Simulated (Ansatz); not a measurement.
Bi:

```xyz
2
Lattice="3.2384 0.0000 0.0000 0.0000 3.2216 0.0000 -0.0805 0.0000 6.4439" Properties=species:S:1:pos:R:3 pbc="T T T"
Bi    1.7022    0.0000    4.8302
Bi    1.4558    0.0000    1.6137
```

This isn't the form of Bi at room conditions, which is rhombohedral.

```yaml
Program: Ansatz 0.2.0
Task: relaxation of cell and atoms
Functional: PBEsol
Dispersion: D3(BJ)-ATM
Potentials_or_basis: Ansatz PAW
Cutoff: "420 eV (not typed: the program's choice for these potentials)"
k_mesh: 8 × 8 × 4
Occupations: fermi-dirac, width 0.05 eV
Spin: no spin polarisation
```

At the start: volume 33.61 Å³/atom.

Problem. How do energy, volume and symmetry change on relaxing?

Solution. It ends after 12 steps and the volume is 31.05 Å³/atom (-7.6 %); space group Pmma (No. 51, to 0.05 Å).

Step by step:
| step | energy change (eV) | largest force (eV/Å) | volume (Å³) |
| --- | --- | --- | --- |
| 1 | 0.0000 | 0.0124 | 67.23 |
| 2 | -0.0202 | 0.0372 | 62.14 |
| 3 | -0.0321 | 0.0178 | 63.99 |
| 4 | -0.0351 | 0.0194 | 63.83 |
| 5 | -0.0490 | 0.0123 | 63.18 |
| 6 | -0.0585 | 0.0534 | 62.45 |
| 7 | -0.0742 | 0.0427 | 62.08 |
| 8 | -0.0755 | 0.0418 | 62.01 |
| 9 | -0.0755 | 0.0254 | 62.22 |
| 10 | -0.0768 | 0.0009 | 62.14 |
| 11 | -0.0769 | 0.0003 | 62.10 |
| 12 | -0.0761 | 0.0003 | 62.10 |

Final structure:
```
Bi
1.0
     3.27576    0.00000    0.02140
     0.00000    3.20448    0.00000
    -0.03879    0.00000    5.91568
Bi
2
Direct
  0.69136 0.00000 0.75000
  0.30864 0.00000 0.25000
```

Caveat: the plane-wave basis is chosen anew once the cell has moved, so the energies of steps on either side of that aren't comparable; pairwise dispersion overbinds metals, which lowers pressure and volume; the PAW data sets come from PBE, with cores solved anew for the run's functional, which leaves a small shift of forces and pressure.
